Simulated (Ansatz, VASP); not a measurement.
**C: VASP beside Ansatz**

POSCAR

```
C
1.0
    0.0000000000      2.2912412928      2.8852189369
    1.3228228997      0.0000000000      2.8852189369
    1.3228228997      2.2912412928      0.0000000000
C
2
Direct
    0.1666700000      0.8333300000      0.1666700000
    0.8333300000      0.1666700000      0.8333300000
```

Contents of INCAR.step1:

```
ALGO = Normal ; EDIFF = 1E-4
ENCUT = 520 ; GGA = PE
ISMEAR = 0 ; LASPH = T
LCHARG = F ; LREAL = F
LWAVE = T ; NBANDS = 11
NELM = 80 ; PREC = Accurate
SIGMA = 0.05
```

File INCAR.step2:

```
ALGO = Normal ; EDIFF = 1E-6
ENCUT = 520 ; ISIF = 2
ISMEAR = 0 ; ISTART = 1
LASPH = T ; LCHARG = F
LMIXTAU = T ; LREAL = F
LWAVE = F ; METAGGA = R2SCAN
NBANDS = 11 ; NELM = 80
PREC = Accurate ; SIGMA = 0.05
```

File KPOINTS:

```
k-points
0
Gamma
  14 14 14
```

Input for Ansatz:

```yaml
crystal:
  lattice:
    - [0.0, 2.2912412928, 2.8852189369]
    - [1.3228228997, 0.0, 2.8852189369]
    - [1.3228228997, 2.2912412928, 0.0]
  atoms:
    - { symbol: C, position: [0.16667, 0.83333, 0.16667] }
    - { symbol: C, position: [0.83333, 0.16667, 0.83333] }
basis:
  ecutwfc: 500
kpoints:
  mp_grid: { grid: [14, 14, 14] }
hamiltonian:
  xc: r2scan
scf:
  occupations: { method: gaussian, width: 0.05 }
output:
  forces: true
  stress: true
  eigenvalues: true
```

Alike in both runs: task single point; functional r2SCAN; k mesh 14 × 14 × 14; occupations gaussian, width 0.05 eV; no spin polarisation.

|  | VASP | Ansatz |
| --- | --- | --- |
| version | VASP 6.6.1 | Ansatz 0.2.0 |
| potentials or method | VASP PAW PBE potentials, release 64 (C) | scalar-relativistic, plane waves, PAW |
| plane-wave cutoff (eV) | 520 | 500 |
| valence electrons in the cell | 8 | 8 |

|  | VASP | Ansatz | Ansatz less VASP |
| --- | --- | --- | --- |
| gap on the k mesh at the Fermi level (eV) | none | none | - |
| rms of the force components (eV/Å) | 0.016 | 0.016 | +0.0001 |

Atom by atom the forces differ by 0.000 eV/Å (rms over components). A gap of «none» marks a metal or a gap that the smearing closes.

Caveats: the PAW data sets were made with another functional, which shifts forces and pressure a little (VASP).
